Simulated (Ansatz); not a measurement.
**4 guesses for SiGe3 and where they end**

Level of theory: Ansatz, DFT PBE, scalar-relativistic, plane waves, PAW. All cells share a 420 eV cutoff and Γ-centred k meshes spaced at most about 0.3 Å⁻¹ (about 0.25 or finer for metals, 2π included). No spin polarisation in the final relaxations.

Each guess was relaxed in cell and atoms at zero pressure, within the symmetry of its start. These are static total energies at zero pressure. Coordination counts Ge atoms around Si (those within 1.25 times the shortest such distance or 1.15 times the sum of covalent radii; the shortest distance is added where it is long for a bond). For orderings, «n of Z unlike» gives the unlike atoms among the Z nearest shared sites at the start, averaged over those sites.

| guess | made from | start group | V start (Å³/atom) | end group | V end (Å³/atom) | coordination at the end | gap on mesh (eV) | E over the lowest end (meV/atom) |
| --- | --- | --- | --- | --- | --- | --- | --- | --- |
| 1 | Si/Ge on fcc sites, 5.0 of 12 unlike | Cmmm | 18.3 | Cmmm | 18.5 | Si 10 from 2.9 Å | 0 | 136 |
| 2 | Si/Ge ordered on a cell of Si | P6/mmm | 18.3 | P6/mmm | 18.3 | Si 2 | 0 | 0 |
| 3 | Si/Ge on hcp sites, 3.0 of 12 unlike | P-6m2 | 18.3 | ? | ? | ? | ? | ? |
| 4 | Si/Ge on fcc sites, 4.0 of 12 unlike | P4/mmm | 18.3 | P4/mmm | 18.4 | Si 8 from 2.9 Å | 0 | 123 |

Guess 3 as it starts:

```
Si Ge
1.0
     2.96312    0.00000    0.00000
    -1.48156    2.56614    0.00000
     0.00000    0.00000    9.60694
Si Ge
1 3
Direct
  0.33333 0.66667 0.00000
  0.66667 0.33333 0.25000
  0.66667 0.33333 0.75000
  0.33333 0.66667 0.50000
```

Question: Predict the end of this guess and its energy over the lowest end.

Answer: It ends in Si and Ge ordered on hcp sites, space group P-6m2 (No. 187), with a = 2.955 Å, c = 9.643 Å, 18.2 Å³/atom and no gap. It lies 119 meV/atom over the lowest end, above guess 2 and within the noise of guess 4. Counting Ge atoms around Si, this end has Si 6 from 2.8 Å and the lowest (guess 2) has Si 2.

```
Si Ge
1.0
     2.95544    0.00000    0.00000
    -1.47772    2.55948    0.00000
     0.00000    0.00000    9.64338
Si Ge
1 3
Direct
  0.33333 0.66667 0.00000
  0.66667 0.33333 0.23657
  0.66667 0.33333 0.76343
  0.33333 0.66667 0.50000
```

The zero of energy is the elements' standard structures at the same level; no fitted shifts are applied.

Question: Is the lowest end bound against the elements?

Answer: No: its formation energy is +0.30 eV/atom. It can't be a ground state, since the elements alone are lower.

For metals, differences of a few meV/atom aren't resolved. Cells relaxed within their symmetry can be saddle points. A lower structure may well exist outside this small set. Some structure types and database cells were kept out of the candidates from the start, so a known form may be missing.
